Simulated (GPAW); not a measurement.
MnO, 2 atoms in the cell. The structure is cubic, space group F-43m (No. 216). Conventional cell: a = 4.873 Å, b = 4.873 Å, c = 4.873 Å, α = 90.00°, β = 90.00°, γ = 90.00°. Mn (site symmetry -43m) has 4 O at 2.11 Å as nearest neighbours. O (site symmetry -43m) is surrounded by 4 Mn at 2.11 Å. Measurements of this composition are mostly on another form, of space group No. 225.

* Program: GPAW 26.7.0
* Task: magnons
* Functional: LDA
* Potentials or basis: the program's PAW data sets (release 1.2.1) made for this functional
* Cutoff: 600 eV
* Basis: pw
* k mesh: 8 × 8 × 8
* Occupations: fermi-dirac, width 0.05 eV
* Spin: collinear spin, ferromagnetic start
* Starting moments: [5.0, 0.0] μB
* Lines: 2
* Response ecut: 150 eV
* Maxiter: 150
* Response k mesh: 6 × 6 × 6
* Response bands: 29
* Sites: [0]
* Site radius: 1.002

Potentials or basis: the program's PAW data sets (release 1.2.1) made for this functional, pw.

Command:

```bash
$ OMP_NUM_THREADS=1 python run.py
```

Hardware: 1 thread of Arm Neoverse V1 (shared host).

Estimate the wall time of this run.

Run time: 96 s on 1 thread of Arm Neoverse V1 (shared host), peak memory 0.49 GiB. Counts: scf iterations 25, plane waves 982, bands 21, k points 29.
